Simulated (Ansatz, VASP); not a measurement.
# Cd2S in VASP and in Ansatz

INCAR

```
SYSTEM = Cd2S
ALGO     = Normal         ! electronic algorithm
EDIFF    = 1E-7           ! SCF threshold, eV
ENCUT    = 520            ! plane-wave cutoff, eV
GGA      = PS             ! functional
ISIF     = 2              ! what is computed and relaxed
ISMEAR   = -1             ! smearing method
LASPH    = .True.         ! aspherical terms in the spheres
LCHARG   = .False.        ! write CHGCAR
LREAL    = .False.        ! projectors in reciprocal space
LWAVE    = .False.        ! write WAVECAR
NBANDS   = 22             ! bands
NELM     = 100            ! most SCF steps
PREC     = Accurate       ! precision mode
SIGMA    = 0.05           ! smearing width, eV
```

The input KPOINTS:

```
k-points
0
Gamma
  8 8 5
  0 0 0
```

The input POSCAR:

```
Cd2S
1.0
    4.0148164244      0.0000000000      0.0000000000
   -2.0074082122      3.4769330151      0.0000000000
    0.0000000000      0.0000000000      5.8856375034
Cd S
2 1
Direct
    0.3333333333      0.6666666667      0.9327170000
    0.6666666667      0.3333333333      0.5787350000
    0.3333333333      0.6666666667      0.3657050000
```

input.yaml

```yaml
crystal:
  lattice:
    - [4.0148164244, 0.0, 0.0]
    - [-2.0074082122, 3.4769330151, 0.0]
    - [0.0, 0.0, 5.8856375034]
  atoms:
    - { symbol: Cd, position: [0.3333333333, 0.6666666667, 0.932717] }
    - { symbol: Cd, position: [0.6666666667, 0.3333333333, 0.578735] }
    - { symbol: S, position: [0.3333333333, 0.6666666667, 0.365705] }
hamiltonian:
  xc: pbesol
  pseudopotentials: { kind: paw }
kpoints:
  mp_grid: { grid: [8, 8, 5] }
scf:
  occupations: { method: fermi_dirac, width: 0.05 }
output:
  forces: true
  stress: true
  eigenvalues: true
```

Change from the starting cell: volume scaled by 1.04.

Alike in both runs: task single point; functional PBEsol; k mesh 8 × 8 × 5; occupations fermi-dirac, width 0.05 eV; no spin polarisation.

|  | VASP | Ansatz |
| --- | --- | --- |
| version | VASP 6.6.1 | Ansatz 0.2.0 |
| potentials or method | VASP PAW PBE potentials, release 64 (Cd, S) | Ansatz PAW |
| plane-wave cutoff (eV) | 520 | 420 |
| valence electrons in the cell | 30 | 46 |

Ansatz gave:

* gap on the k mesh at the Fermi level (eV): 0.26
* least direct gap on the mesh (eV): 0.56
* pressure (GPa): -4.3
* largest component of the traceless stress (GPa): 1.02
* rms of the force components (eV/Å): 0.116

Task: Estimate VASP's values.

Result: gap on the k mesh at the Fermi level (eV): 0.26; least direct gap on the mesh (eV): 0.56; pressure (GPa): -4.1; largest component of the traceless stress (GPa): 0.95; rms of the force components (eV/Å): 0.107.

Atom by atom the forces differ by 0.010 eV/Å (rms over components). The two sets of potentials don't hold the same shells in valence.

Caveats: the PAW data sets were made with another functional, which shifts forces and pressure a little (VASP); an odd mesh through Γ misses points on the zone boundary, where band edges often lie (VASP); odd divisions of the mesh miss points on the zone boundary, where band edges often lie, so the gap on the mesh can be too wide (Ansatz); the PAW data sets come from PBE, with cores solved anew for the run's functional, which leaves a small shift of forces and pressure (Ansatz).
